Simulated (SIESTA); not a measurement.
Si2Mo:

```
Mo Si
1.0
     4.58547    0.00000    0.00000
    -2.29274    3.97113    0.00000
     0.00000    0.00000    6.57976
Mo Si
3 6
Direct
  0.50000 0.50000 0.83333
  0.00000 0.50000 0.16667
  0.50000 0.00000 0.50000
  0.16387 0.32775 0.50000
  0.67225 0.83613 0.16667
  0.83613 0.16387 0.83333
  0.83613 0.67225 0.50000
  0.32775 0.16387 0.16667
  0.16387 0.83613 0.83333
```

Measurements of this composition are mostly on another form, of space group No. 139.

Base run:

| Quantity | Value |
| --- | --- |
| Program | SIESTA 5.4.2 |
| Functional | LDA |
| Potentials or basis | PseudoDojo 0.4 standard (LDA files) |
| Basis | DZP (energy shift 0.003 Ry; two zetas on semicore shells) |
| Grid cutoff | 800 Ry |
| Energy shift | 0.003 Ry |
| k mesh | 7 × 7 × 4 |
| Occupations | fermi-dirac, width 0.05 eV |
| Spin | no spin polarisation |

Its results: band gap on the k mesh 0.29 eV, indirect (least direct gap 0.64 eV); pressure -3.7 GPa; largest force 0.036 eV/Å.

Q: The run is repeated on the same cell with these changes: functional from LDA to PBEsol; potentials or basis from PseudoDojo 0.4 standard (LDA files) to PseudoDojo 0.4 standard (PBEsol files). What comes out?

A: Band gap on the k mesh 0.30 eV, indirect (least direct gap 0.66 eV); pressure 0.0 GPa; largest force 0.023 eV/Å.

Caveats: the mesh misses the band edges, which the band path finds closer together; the basis of atomic orbitals isn't converged, which shifts pressures, moduli and gaps.

Not every run made on this cell is shown here.
